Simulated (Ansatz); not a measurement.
All numbers below come from Ansatz, DFT PBE, scalar-relativistic, plane waves, PAW. Settings: cutoff 420 eV, Γ-centred meshes spaced at most about 0.3 Å⁻¹, and about 0.25 Å⁻¹ or finer for metals (2π included), Gaussian smearing. No spin polarisation.

These are static total energies at zero pressure.

Question: Order these relaxed structures of HfSi₃O₂ by energy, lowest first, with the energy over the lowest of them.
A.

```
CELL_PARAMETERS angstrom
1.86583 -12.38054 0.00000
1.86583 12.38054 0.00000
0.00000 0.00000 3.73315
ATOMIC_POSITIONS crystal
Hf 0.15865 0.84135 0.75000
Hf 0.84135 0.15865 0.25000
Si 0.24998 0.75002 0.25000
Si 0.75002 0.24998 0.75000
Si 0.54907 0.45093 0.75000
Si 0.04913 0.95087 0.25000
Si 0.45093 0.54907 0.25000
Si 0.95087 0.04913 0.75000
O 0.61987 0.38013 0.75000
O 0.11985 0.88015 0.25000
O 0.38013 0.61987 0.25000
O 0.88015 0.11985 0.75000
```

B.

```
CELL_PARAMETERS angstrom
3.70215 0.00000 0.00000
-1.85107 3.20615 0.00000
0.00000 0.00000 7.38560
ATOMIC_POSITIONS crystal
Hf 0.00000 0.00000 0.00000
Si 0.33333 0.66667 0.33385
Si 0.66667 0.33333 0.66615
Si 0.00000 0.00000 0.50000
O 0.33333 0.66667 0.09017
O 0.66667 0.33333 0.90983
```

Answer: A (0 meV/atom), B (224 meV/atom). Forms: A Cmcm; B P-3m1. B holds Si–Si nets (shortest 2.46 Å); in A the shortest Si–Si distance is 2.64 Å, near bonding range too. Both come from invented guesses.

No dispersion correction is applied, so the spacing and binding between layers, chains or molecules are poorly described (Cmcm), and this can change margins and order among such cells. These runs have no spin–orbit coupling, which can matter for Hf. Cells relaxed within their symmetry can be saddle points. Some types were kept out of the candidates beforehand, so the set may lack a known form.
